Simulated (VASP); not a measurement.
# Sr (P6_3/mmc) in VASP: a series of runs, part 2 of 2

VASP 6.6.1. The steps go on from the part before.

### 5 Single point, PBE

The input, INCAR:

```
PREC     = Accurate       # precision mode
ENCUT    = 520            # plane-wave cutoff, eV
EDIFF    = 1E-6           # SCF threshold, eV
ISMEAR   = 0              # smearing method
SIGMA    = 0.15           # smearing width, eV
LREAL    = F              # projectors in reciprocal space
LASPH    = T              # aspherical terms in the spheres
NELM     = 60             # most SCF steps
ALGO     = Fast           # electronic algorithm
ISIF     = 2              # what is computed and relaxed
LWAVE    = F              # write WAVECAR
LCHARG   = F              # write CHGCAR
GGA      = PE             # functional
NBANDS   = 17             # bands
```

The input, KPOINTS:

```
regular mesh
0
Gamma
  12 12 6
```

The input, POSCAR:

```
Sr
1.0
    4.2677565828      0.0000000000      0.0000000000
   -2.1338782914      3.6959856179      0.0000000000
    0.0000000000      0.0000000000      7.0133159835
Sr
2
Direct
    0.3333333333      0.6666666667      0.2500000000
    0.6666666667      0.3333333333      0.7500000000
```

Potentials or basis: VASP PAW PBE potentials, release 64 (Sr_sv).

Command:

```console
$ cat potpaw_PBE.64/Sr_sv/POTCAR > POTCAR
$ mpirun -np 1 vasp_std > vasp.out
```

OUTCAR:

```text
PREC = Accurate
   ENCUT = 520
   EDIFF = 1E-6
   ISMEAR = 0
   LREAL = F
   LASPH = T
   NELM = 60
   ISIF = 2
   GGA = PE

 ion  position               nearest neighbor table
   1  0.333  0.667  0.250-   2 4.29   2 4.29   2 4.29   2 4.29   2 4.29   2 4.29
   2  0.667  0.333  0.750-   1 4.29   1 4.29   1 4.29   1 4.29   1 4.29   1 4.29

  LATTYP: Found a hexagonal cell.
 ALAT       =     4.2677565828
 C/A-ratio  =     1.6433261475

  Lattice vectors:

 A1 = (   4.2677565828,   0.0000000000,   0.0000000000)
 A2 = (  -2.1338782914,   3.6959856179,   0.0000000000)
 A3 = (   0.0000000000,   0.0000000000,   7.0133159835)

Analysis of symmetry for initial positions (statically):
=====================================================================
 Subroutine PRICEL returns:
 Original cell was already a primitive cell.

 Routine SETGRP: Setting up the symmetry group for a
 hexagonal supercell.

 Subroutine GETGRP returns: Found 24 space group operations
 (whereof 12 operations were pure point group operations)
[... 165 lines left out ...]
  free energy    TOTEN  =        -3.28260077 eV

  energy without entropy =       -3.25374317  energy(sigma->0) =       -3.26817197

 E-fermi :   1.5773     XC(G=0):  -7.3329

 val. band max:        1.5753283252   @ k =   0.0833   0.0833   0.0000
 cond. band min:       1.5775287752   @ k =   0.2500   0.0833   0.0000
 fundamental gap:      0.0022004500
 Fermi energy:         1.5773069690

 k-point     1 :       0.0000    0.0000    0.0000
  band No.  band energies     occupation
      1     -35.0609      2.00000
      2     -35.0478      2.00000
      3     -17.1356      2.00000
      4     -16.9766      2.00000
      5     -16.9766      2.00000
      6     -16.9512      2.00000
[... 457 lines left out ...]
      4     -17.0725      2.00000
      5     -17.0550      2.00000
      6     -17.0075      2.00000
[... 9 lines left out ...]
     16       5.0704      0.00000
     17       5.1789      0.00000

 [... further k-points ...]

------------------------ aborting loop because EDIFF is reached ----------------------------------------

  FORCE on cell =-STRESS in cart. coord.  units (eV):
  Direction    XX          YY          ZZ          XY          YZ          ZX
  --------------------------------------------------------------------------------------
  -------------------------------------------------------------------------------------
  Total       -0.0001107     -0.0001107     -0.0007183      0.0000000      0.0000000      0.0000000
  in kB       -0.0016033     -0.0016033     -0.0104037      0.0000000      0.0000000      0.0000000
  external PRESSURE =      -0.0045368 kB  Pullay stress =       0.0000000 kB

 VOLUME and BASIS-vectors are now :
 -----------------------------------------------------------------------------
  energy-cutoff  :      520.00
  volume of cell :      110.63
      direct lattice vectors                 reciprocal lattice vectors
     4.267756583  0.000000000  0.000000000     0.234315144  0.135281912  0.000000000
    -2.133878291  3.695985618  0.000000000     0.000000000  0.270563823  0.000000000
     0.000000000  0.000000000  7.013315984     0.000000000  0.000000000  0.142585904

 POSITION                                       TOTAL-FORCE (eV/Angst)
 -----------------------------------------------------------------------------------
     -0.00000      2.46399      1.75333         0.000000      0.000000      0.000000
      2.13388      1.23200      5.25999        -0.000000     -0.000000      0.000000
 -----------------------------------------------------------------------------------
    total drift:                                0.000000     -0.000000      0.000000

  FREE ENERGIE OF THE ION-ELECTRON SYSTEM (eV)
  ---------------------------------------------------
  free  energy   TOTEN  =        -3.2826007663 eV

  energy  without entropy=       -3.2537431656  energy(sigma->0) =       -3.26817197
```

stdout:

```text
POSCAR found type information on POSCAR Sr
 POSCAR found :  1 types and       2 ions
 scaLAPACK will be used
 LDA part: xc-table for (Slater+PW92), standard interpolation
 POSCAR, INCAR and KPOINTS ok, starting setup
 FFT: planning ... GRIDC
 FFT: planning ... GRID_SOFT
 FFT: planning ... GRID
 WAVECAR not read
 entering main loop
WARNING in EDDRMM: call to ZHEGV failed, returncode =   6  3     15
WARNING in EDDRMM: call to ZHEGV failed, returncode =   6  3     13
```

Wall time 1.7 min (1 thread of Intel Xeon Platinum 8488C (Sapphire Rapids), shared host); peak memory 0.29 GiB.

What came out:

```
Free energy            : -3.2826 eV
Pressure               : 0.0 GPa
Band gap on the k mesh : none (metal or under the smearing width)
```

Levels at points of the mesh, in eV from the Fermi level:
```tsv
k point	band 8	band 9	band 10	band 11	band 12	band 13
(0.00, 0.00, 0.00)	-18.52	-3.65	-1.16	0.02	2.26	2.29
(0.50, 0.00, 0.00)	-18.56	-1.12	-0.55	0.06	0.24	1.29
(0.00, 0.00, 0.50)	-18.54	-2.72	-2.72	1.24	1.24	2.29
(0.50, 0.00, 0.50)	-18.58	-0.81	-0.81	0.23	0.23	1.31
```

### 6 The runs side by side

| task | cell | k mesh | cutoff (eV) | smearing | gap on the mesh (eV) | pressure (GPa) |
| --- | --- | --- | --- | --- | --- | --- |
| single point | P6_3/mmc, 55.31 Å³/atom | 12 × 12 × 6 | 520 | gaussian 0.1 eV | none | 0.0 |
| relaxation of cell and atoms | relaxed | 12 × 12 × 6 | 600 | gaussian 0.1 eV | none | 0.0 |
| single point | P6_3/mmc, 55.31 Å³/atom | 15 × 15 × 8 | 520 | gaussian 0.15 eV | none | 0.0 |
| single point | P6_3/mmc, 55.31 Å³/atom | 12 × 12 × 6 | 520 | gaussian 0.15 eV | none | 0.0 |

Alike in all rows: level PBE; potentials or basis VASP PAW PBE potentials, release 64 (Sr_sv); no spin polarisation.

Every run on the cell as given and a fine mesh finds a metal.

Absolute energies hang on the potentials; compare differences alone.
